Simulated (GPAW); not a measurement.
ZrS2:

```
Zr S
1.0
     3.69138    0.00000    0.00000
    -1.84569    3.19683    0.00000
     0.00000    0.00000    6.04108
Zr S
1 2
Direct
  0.00000 0.00000 0.00000
  0.33333 0.66667 0.23791
  0.66667 0.33333 0.76209
```

The cell is a database's computed one.

- Program: GPAW 26.7.0
- Task: relaxation of cell and atoms
- Functional: PBEsol
- Dispersion: D4
- Potentials or basis: PAW data sets generated in the run's folder for this functional
- Cutoff: 600 eV
- Basis: pw
- k mesh: 6 × 6 × 3
- Occupations: fermi-dirac, width 0.05 eV
- Spin: no spin polarisation

At the start: pressure -3.7 GPa; volume 23.76 Å³/atom.

**Question.** How do energy, volume and symmetry change on relaxing?

**Answer.** Over 33 steps the energy falls by 21.5 meV/atom and the volume is 21.22 Å³/atom (-10.7 %); space group P-3m1 (No. 164, to 0.05 Å).

The path:
```csv
step,energy change (eV),largest force (eV/Å),pressure (GPa),volume (Å³)
1,0.0000,0.1823,-3.73,71.29
2,-0.0091,0.1035,-3.18,70.90
3,-0.0215,0.0390,-2.14,70.17
4,-0.0298,0.2129,-0.79,69.24
5,-0.0317,0.3560,0.48,68.29
6,-0.0323,0.3436,0.41,68.30
7,-0.0335,0.3189,0.28,68.32
8,-0.0351,0.2839,0.10,68.35
9,-0.0368,0.2406,-0.13,68.38
10,-0.0385,0.1918,-0.37,68.40
11,-0.0399,0.1411,-0.61,68.40
12,-0.0410,0.0929,-0.83,68.37
13,-0.0421,0.0476,-1.01,68.30
14,-0.0433,0.0111,-1.11,68.16
15,-0.0447,0.0109,-1.11,67.93
16,-0.0464,0.0137,-0.97,67.62
17,-0.0485,0.0053,-0.68,67.21
18,-0.0504,0.0433,-0.27,66.71
19,-0.0519,0.0856,0.17,66.17
20,-0.0536,0.1075,0.46,65.67
21,-0.0562,0.0911,0.46,65.26
22,-0.0595,0.0339,0.15,64.97
23,-0.0622,0.0378,-0.32,64.72
24,-0.0639,0.0603,-0.49,64.34
25,-0.0644,0.0084,-0.13,63.75
26,-0.0644,0.0065,-0.12,63.74
27,-0.0644,0.0030,-0.08,63.73
28,-0.0644,0.0013,-0.04,63.71
29,-0.0644,0.0054,0.00,63.69
30,-0.0644,0.0079,0.04,63.67
31,-0.0644,0.0079,0.06,63.65
32,-0.0645,0.0054,0.07,63.65
33,-0.0645,0.0001,0.05,63.65
```

Final structure:
```xyz
3
Lattice="3.6057 0.0000 0.0000 -1.8029 3.1227 0.0000 0.0000 0.0000 5.6532" Properties=species:S:1:pos:R:3 pbc="T T T"
Zr    0.0000    0.0000    0.0000
S     0.0000    2.0818    1.4545
S     1.8029    1.0409    4.1987
```

Caveat: later steps reuse the first step's grids.
